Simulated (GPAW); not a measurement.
Here is a GPAW 26.7.0 calculation.

File run.py:

```python
import numpy as np
from ase.dft.bandgap import bandgap
from ase.io import read, write
from gpaw import GPAW, PW

atoms = read('POSCAR')
atoms.pbc = (True, True, False)

calc = GPAW(mode=PW(450),
            xc={'name': 'BEEF-vdW', 'backend': 'libvdwxc'},
            kpts={'size': (8, 4, 1), 'gamma': True},
            occupations={'name': 'fermi-dirac', 'width': 0.05},
            nbands=87,
            convergence={'density': 1e-05, 'energy': 1e-05},
            maxiter=150,
            poissonsolver={'dipolelayer': 'xy'},
            txt='gpaw.txt')
atoms.calc = calc
energy = atoms.get_potential_energy()
forces = atoms.get_forces()
calc.write('gs.gpw')
write('result.traj', atoms)
print(f'Energy: {energy:.6f} eV')
print('Forces (eV/A):')
print(forces.round(4))
print('Fermi level:', round(calc.get_fermi_level(), 4), 'eV')
print(f'Gap: {bandgap(calc)[0]:.4f} eV, direct: {bandgap(calc, direct=True)[0]:.4f} eV')

v = calc.get_electrostatic_potential().mean(axis=(0, 1))
z = np.arange(len(v)) * atoms.cell[2, 2] / len(v)
ef = calc.get_fermi_level()
np.savetxt('planar.dat', np.c_[z, v], fmt='%.4f')
below, above = np.interp([1.5, atoms.cell[2, 2] - 1.5], z, v) - ef
print(f'Work functions: bottom {below:.4f} eV, top {above:.4f} eV')
print('Dipole moment:', *calc.get_dipole_moment().round(5), 'e A')
```

Contents of POSCAR:

```
Sb
1.0
    3.1600000000      0.0000000000      0.0000000000
    0.0000000000      7.0659748089      0.0000000000
    0.0000000000      0.0000000000     24.8923647325
Sb
8
Direct
    0.0000000000      0.4000000000      0.3012972082
    0.0000000000      0.8000000000      0.3580694344
    0.0000000000      0.2000000000      0.4148416607
    0.0000000000      0.6000000000      0.4716138869
    0.0000000000      0.0000000000      0.5283861131
    0.0000000000      0.4000000000      0.5851583393
    0.0000000000      0.8000000000      0.6419305656
    0.0000000000      0.2000000000      0.6987027918
```

Potentials or basis: GPAW PAW data sets (gpaw-data 1.2.1), pw.

Launch:

```bash
$ OMP_NUM_THREADS=1 python run.py
```

Question: Estimate the dipole across the slab.

Answer: 0.00 e·Å.

Question: What does it give for the work function of the lower face?

Answer: 4.65 eV.

Question: What does it give for the largest force?

Answer: 0.747 eV/Å.

Forces on the atoms (eV/Å):
```
Sb   0.000  0.274  0.695
Sb   0.000 -0.717  0.024
Sb   0.000  0.312 -0.446
Sb   0.000  0.256 -0.337
Sb   0.000 -0.256  0.338
Sb   0.000 -0.312  0.446
Sb   0.000  0.717 -0.025
Sb   0.000 -0.274 -0.695
```

Caveat: the PAW data sets were made with another functional, which shifts forces and pressure a little. Spin-orbit coupling is left out, which matters for the levels of Sb.
